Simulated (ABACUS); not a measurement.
# C (Fd-3m) in ABACUS: notebook, part 2 of 2

ABACUS 3.10.1. Earlier steps stand in the parts before.

## 5. Relaxation of cell and atoms, PBEsol

run_abacus.py reads:

```python
"""Relaxation by an ASE optimiser with ABACUS as a small file-based calculator."""
import re
import subprocess
import spglib
from ase import Atoms
import numpy as np
from ase.calculators.calculator import Calculator, all_changes
from ase.filters import FrechetCellFilter
from ase.io import read
from ase.optimize import BFGS
from ase.stress import full_3x3_to_voigt_6_stress
from ase.units import Bohr, GPa

atoms = read("C.cif")
cell, frac, numbers = spglib.standardize_cell((atoms.cell[:], atoms.get_scaled_positions(), atoms.numbers), to_primitive=True, symprec=1e-4)
atoms = Atoms(numbers=numbers, cell=cell, scaled_positions=frac, pbc=True)  # the primitive cell
atoms = atoms[(-atoms.numbers).argsort(kind="stable")]  # ABACUS lists atoms element by element
pseudo = {'C': '06_C_4_1.2_1.2_pbe_n_v1.0.upf'}
orbital = {'C': 'C_confined-atom_6au_2s2p1d.orb'}
magmoms = None
kmesh = [12, 12, 12]
params = {
    'suffix': 'C',
    'calculation': 'scf',
    'basis_type': 'lcao',
    'pseudo_dir': './',
    'orbital_dir': './',
    'symmetry': 1,
    'dft_functional': 'pbesol',
    'ecutwfc': 100,
    'pseudo_rcut': 10,
    'nspin': 1,
    'nbands': 8,
    'ks_solver': 'genelpa',
    'smearing_method': 'fd',
    'smearing_sigma': 0.00367493,
    'scf_thr': 1e-07,
    'scf_nmax': 100,
    'mixing_type': 'broyden',
    'mixing_beta': 0.7,
    'cal_force': 1,
    'cal_stress': 1,
    'out_mul': 1,
}

def write_input(atoms):
    symbols = atoms.get_chemical_symbols()
    elements = list(dict.fromkeys(symbols))
    lines = ["ATOMIC_SPECIES"] + [f"{e} {atoms.get_masses()[symbols.index(e)]:.4f} {pseudo[e]}" for e in elements]
    if orbital:
        lines += ["", "NUMERICAL_ORBITAL"] + [orbital[e] for e in elements]
    lines += ["", "LATTICE_CONSTANT", f"{1 / Bohr:.10f}", "", "LATTICE_VECTORS"]
    lines += [" ".join(f"{x:.10f}" for x in v) for v in atoms.cell]
    lines += ["", "ATOMIC_POSITIONS", "Direct"]
    for e in elements:
        lines += ["", e, "0.0", str(symbols.count(e))]
        for i, p in enumerate(atoms.get_scaled_positions(wrap=False)):
            if symbols[i] == e:
                mag = "" if magmoms is None else " mag " + " ".join(str(x) for x in (magmoms[i] if isinstance(magmoms[i], list) else [magmoms[i]]))
                lines.append(" ".join(f"{x:.10f}" for x in p) + " 1 1 1" + mag)
    open("STRU", "w").write("\n".join(lines) + "\n")
    open("KPT", "w").write("K_POINTS\n0\nGamma\n%d %d %d 0 0 0\n" % tuple(kmesh))
    open("INPUT", "w").write("INPUT_PARAMETERS\n" + "".join(f"{k:<20s}{v}\n" for k, v in params.items()))

class Abacus(Calculator):
    implemented_properties = ["energy", "free_energy", "forces", "stress"]

    def calculate(self, atoms=None, properties=("energy",), system_changes=all_changes):
        super().calculate(atoms, properties, system_changes)
        write_input(self.atoms)
        subprocess.run(['mpirun', '-np', '4', 'abacus'], check=True)
        log = open("OUT.C/running_scf.log").read()
        if "charge density convergence is achieved" not in log:
            raise RuntimeError("SCF not converged")
        rows = lambda title, n: np.array([l.split()[-3:] for l in log.split(title)[-1].split("\n")[2:2 + n]], float)
        energy = float(re.findall(r"FINAL_ETOT_IS (\S+)", log)[-1])
        stress = -rows("TOTAL-STRESS", 3) / 10 * GPa  # ABACUS prints kbar, compression positive
        self.results = dict(energy=energy, free_energy=energy, forces=rows("TOTAL-FORCE", len(self.atoms)), stress=full_3x3_to_voigt_6_stress(stress))

atoms.calc = Abacus()
opt = BFGS(FrechetCellFilter(atoms), logfile="opt.log", trajectory="relax.traj")
print("optimiser converged:", opt.run(fmax=0.01, steps=60))
```

C.cif reads:

```cif
data_C
_cell_length_a 3.56674000
_cell_length_b 3.56674000
_cell_length_c 3.56674000
_cell_angle_alpha 90.00000000
_cell_angle_beta 90.00000000
_cell_angle_gamma 90.00000000
_space_group_name_H-M_alt 'Fd-3m'
_space_group_name_Hall 'F 4d 2 3 -1d'
_space_group_IT_number 227
loop_
_space_group_symop_operation_xyz
'x,y,z'
'-y+1/4,x+1/4,z+1/4'
'-x,-y+1/2,z+1/2'
'y+3/4,-x+1/4,z+3/4'
'x,-y,-z'
'-y+1/4,-x+3/4,-z+3/4'
'-x,y+1/2,-z+1/2'
'y+3/4,x+3/4,-z+1/4'
'z,x,y'
'z+1/4,-y+1/4,x+1/4'
'z+1/2,-x,-y+1/2'
'z+3/4,y+3/4,-x+1/4'
'-z,x,-y'
'-z+3/4,-y+1/4,-x+3/4'
'-z+1/2,-x,y+1/2'
'-z+1/4,y+3/4,x+3/4'
'y,z,x'
'x+1/4,z+1/4,-y+1/4'
'-y+1/2,z+1/2,-x'
'-x+1/4,z+3/4,y+3/4'
'-y,-z,x'
'-x+3/4,-z+3/4,-y+1/4'
'y+1/2,-z+1/2,-x'
'x+3/4,-z+1/4,y+3/4'
'-x+1/4,-y+1/4,-z+1/4'
'y,-x,-z'
'x+1/4,y+3/4,-z+3/4'
'-y+1/2,x,-z+1/2'
'-x+1/4,y+1/4,z+1/4'
'y,x+1/2,z+1/2'
'x+1/4,-y+3/4,z+3/4'
'-y+1/2,-x+1/2,z'
'-z+1/4,-x+1/4,-y+1/4'
'-z,y,-x'
'-z+3/4,x+1/4,y+3/4'
'-z+1/2,-y+1/2,x'
'z+1/4,-x+1/4,y+1/4'
'z+1/2,y,x+1/2'
'z+3/4,x+1/4,-y+3/4'
'z,-y+1/2,-x+1/2'
'-y+1/4,-z+1/4,-x+1/4'
[... 89 lines left out ...]
'-z+1/4,x+1/4,y+1/4'
'-z,-y+1/2,x+1/2'
'z+3/4,-x+1/4,y+3/4'
'z,y,x'
'z+1/4,x+1/4,-y+1/4'
'z+1/2,-y+1/2,-x'
'-y+3/4,-z+1/4,-x+3/4'
'-x+1/2,-z,y+1/2'
'y+1/4,-z+3/4,x+3/4'
'x+1/2,-z+1/2,-y'
'y+3/4,z+1/4,-x+3/4'
'x,z+1/2,y+1/2'
'-y+1/4,z+3/4,x+3/4'
'-x,z,-y'
'x+1/2,y+1/2,z'
'-y+3/4,x+3/4,z+1/4'
'-x+1/2,-y,z+1/2'
'y+1/4,-x+3/4,z+3/4'
'x+1/2,-y+1/2,-z'
'-y+3/4,-x+1/4,-z+3/4'
'-x+1/2,y,-z+1/2'
'y+1/4,x+1/4,-z+1/4'
'z+1/2,x+1/2,y'
'z+3/4,-y+3/4,x+1/4'
'z,-x+1/2,-y+1/2'
'z+1/4,y+1/4,-x+1/4'
'-z+1/2,x+1/2,-y'
'-z+1/4,-y+3/4,-x+3/4'
'-z,-x+1/2,y+1/2'
'-z+3/4,y+1/4,x+3/4'
'y+1/2,z+1/2,x'
'x+3/4,z+3/4,-y+1/4'
'-y,z,-x'
'-x+3/4,z+1/4,y+3/4'
'-y+1/2,-z+1/2,x'
'-x+1/4,-z+1/4,-y+1/4'
'y,-z,-x'
'x+1/4,-z+3/4,y+3/4'
'-x+3/4,-y+3/4,-z+1/4'
'y+1/2,-x+1/2,-z'
'x+3/4,y+1/4,-z+3/4'
'-y,x+1/2,-z+1/2'
'-x+3/4,y+3/4,z+1/4'
'y+1/2,x,z+1/2'
'x+3/4,-y+1/4,z+3/4'
'-y,-x,z'
'-z+3/4,-x+3/4,-y+1/4'
'-z+1/2,y+1/2,-x'
'-z+1/4,x+3/4,y+3/4'
'-z,-y,x'
'z+3/4,-x+3/4,y+1/4'
'z,y+1/2,x+1/2'
'z+1/4,x+3/4,-y+3/4'
'z+1/2,-y,-x+1/2'
'-y+3/4,-z+3/4,-x+1/4'
'-x+1/2,-z+1/2,y'
'y+1/4,-z+1/4,x+1/4'
'x+1/2,-z,-y+1/2'
'y+3/4,z+3/4,-x+1/4'
'x,z,y'
'-y+1/4,z+1/4,x+1/4'
'-x,z+1/2,-y+1/2'
loop_
_atom_site_label
_atom_site_type_symbol
_atom_site_symmetry_multiplicity
_atom_site_Wyckoff_symbol
_atom_site_fract_x
_atom_site_fract_y
_atom_site_fract_z
_atom_site_occupancy
C1 C 8 a 0.2500000000 0.2500000000 0.2500000000 1
```

The run is started by

```sh
$ OMP_NUM_THREADS=1 python run_abacus.py > log
```

Run time: 4.8 s. Hardware: 4 MPI ranks of Intel Xeon 6975P-C (Granite Rapids), shared host; peak memory 0.36 GiB.

It converged, with:

| Quantity | Value |
| --- | --- |
| Free energy | -326.5152 eV |
| Relaxed volume | 5.67 Å³/atom |
| Relaxed cell | a = 2.522 Å, b = 2.522 Å, c = 2.522 Å, α = 60.00°, β = 60.00°, γ = 60.00° |
| Space group after relaxing (to 0.05 Å) | Fd-3m (No. 227) |
| Energy gained by relaxing | 0.0 meV/atom |
| Ionic steps | 2 |
| Pressure after relaxing | -0.2 GPa |
| Band gap on the k mesh | 4.06 eV, indirect (least direct gap 5.55 eV) |

Final structure:
```
C
1.0
     0.00000    1.78322    1.78322
     1.78322    0.00000    1.78322
     1.78322    1.78322    0.00000
C
2
Direct
  0.25000 0.25000 0.25000
  0.00000 0.00000 0.00000
```

Levels at points of the mesh, in eV from the valence-band top:
| k point | band 1 | band 2 | band 3 | band 4 | band 5 | band 6 | band 7 | band 8 |
| --- | --- | --- | --- | --- | --- | --- | --- | --- |
| (0.00, 0.00, 0.00) | -21.47 | 0.00 | 0.00 | 0.00 | 5.55 | 5.55 | 5.55 | 13.90 |
| (0.50, 0.50, 0.50) | -15.77 | -13.54 | -2.86 | -2.86 | 8.44 | 8.44 | 8.79 | 16.26 |
| (0.50, 0.50, 0.00) | -12.87 | -12.87 | -6.39 | -6.39 | 4.63 | 4.63 | 16.79 | 16.79 |

Caveat: the atomic orbitals were generated for these runs and aren't a published set; the potentials were made for another functional, which shifts forces and pressure; the basis of atomic orbitals isn't converged, which shifts pressures, moduli and gaps. As with any semilocal functional, this PBEsol gap is likely too small.

## 6. Overview

| task | level | potentials or basis | cell | k mesh | cutoff (eV) | SCF threshold on the density | eigensolver | max steps of the relaxation | force threshold | optimiser | gap on the mesh (eV) | pressure (GPa) | relaxed volume (Å³/atom) |
| --- | --- | --- | --- | --- | --- | --- | --- | --- | --- | --- | --- | --- | --- |
| single point | AM05 | PseudoDojo NC SR 0.4 PBEsol stringent, plane waves | as given | 10 × 10 × 10 | 1116 | 1e-08 | dav | - | - | - | 4.07 | -4.9 | - |
| relaxation of cell and atoms | AM05 | PseudoDojo NC SR 0.4 PBEsol stringent, plane waves | relaxed | 10 × 10 × 10 | 1116 | 1e-08 | dav | 60 | 0.005 eV/Å | cg | 4.09 | 0.0 | 5.61 |
| single point | PBEsol | SPMS ONCV 1.0 PBE, DZP LCAO (the cutoffs set its grid) | as given | 12 × 12 × 12 | 1361 | 1e-07 | genelpa | - | - | - | 4.06 | -0.3 | - |
| relaxation of cell and atoms | PBEsol | SPMS ONCV 1.0 PBE, DZP LCAO (the cutoffs set its grid) | relaxed | 12 × 12 × 12 | 1361 | 1e-07 | genelpa | - | 0.01 eV/Å | ASE BFGS | 4.06 | -0.2 | 5.67 |

Alike in all rows: no spin polarisation; smearing fermi-dirac 0.05 eV.

Caveats: the potentials were made for another functional, which shifts forces and pressure; the atomic orbitals were generated for these runs and aren't a published set (some runs); the basis of atomic orbitals isn't converged, which shifts pressures, moduli and gaps (some runs).

Total energies depend on the potentials used, so only differences within one code and one set of settings carry meaning.
